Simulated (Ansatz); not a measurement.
# MgS: the band gap up the ladder of functionals

The task here is to estimate one member of a computed series from the others.

Code: Ansatz 0.2.0. PAW datasets, plane waves. The values are computed, spin-unpolarised, and not measurements.

## The structure to begin with

The cell was relaxed beforehand with r2SCAN.

The symmetry is F-43m (No. 216, cubic); a = 5.662 Å in the conventional setting, 22.69 Å³ an atom. Near Mg stand 4 S at 2.45 Å; near S stand 4 Mg at 2.45 Å.

The structure in full:

```xyz
2
Lattice="0.0000 2.8309 2.8309 2.8309 0.0000 2.8309 2.8309 2.8309 0.0000" Properties=species:S:1:pos:R:3 pbc="T T T"
Mg    0.0000    0.0000    0.0000
S     4.2463    4.2463    4.2463
```

Set-up of the first run:

File input.yaml:

```yaml
crystal:
  lattice:
    - [0.0, 2.8308747667, 2.8308747667]
    - [2.8308747667, 0.0, 2.8308747667]
    - [2.8308747667, 2.8308747667, 0.0]
  atoms:
    - { symbol: Mg, position: [0.0, 0.0, 0.0] }
    - { symbol: S, position: [0.75, 0.75, 0.75] }
kpoints:
  mp_grid: { grid: [8, 8, 8] }
  band_path:
    path:
      - [[0.0, 0.0, 0.0], [-0.5, -0.5, -1.025959216892e-33], [-0.375, -0.375, 0.25]]
      - [[-0.375, 5.195469303093e-19, 0.375], [0.0, 0.0, 0.0], [3.463646202062e-19, 3.463646202062e-19, 0.5], [-0.5, -0.25, 0.25], [-0.5, -0.5, -1.025959216892e-33]]
    npoints: 10
hamiltonian:
  xc: pbe
scf:
  occupations: { method: fermi_dirac, width: 0.02 }
  n_extra_bands: 4
output:
  forces: true
  stress: true
  eigenvalues: true
```

Launch:

```console
$ ansatz run input.yaml --threads 2 --pin off --max-ram 2211MiB --backend cpu --events-out ev --progress --plain --runs-dir out
```

Steps of the session up to this table: Band structure with PBE; r2SCAN; HSE06; PBE0; LDA at the same geometry; G0W0 on PBE; Quasiparticle levels, G0W0@PBE; DDH-PBE0 at the same geometry; Single point with LC-ωPBE; Single point with r2SCAN0.

One table of the session follows, with a row left open; its other results are not shown here.

```
                     level  gap (eV)
                       PBE      3.47
                    r2SCAN         ?
                     HSE06      4.53
                      PBE0      5.21
                       LDA      3.18
G0W0@PBE (135 empty bands)      4.99
G0W0@PBE (336 empty bands)      5.09
                  DDH-PBE0      5.19
                   LC-ωPBE      9.52
                   r2SCAN0      5.60
```

Q: Estimate the row for r2SCAN from the others.

As computed: gap (eV): 4.14. In the column «gap (eV)» it lies between PBE (3.47) and HSE06 (4.53).

Meshes: PBE 8×8×8, r2SCAN 8×8×8, HSE06 6×6×6, PBE0 6×6×6, LDA 8×8×8, DDH-PBE0 6×6×6, LC-ωPBE 6×6×6, r2SCAN0 6×6×6.

LDA gives the least gap, 3.18 eV, and LC-ωPBE the largest, 9.52 eV. PBE reaches 68 % of the G0W0@PBE value, and r2SCAN 81 %. PBE0 lies 0.68 eV above HSE06, which differs from it by screening the long-range exchange. No extrapolation in bands, cutoff or mesh was made for G0W0.

Caveats from the session: Warnings in the runs' records: stress exchange threshold loose, stress scf threshold loose.
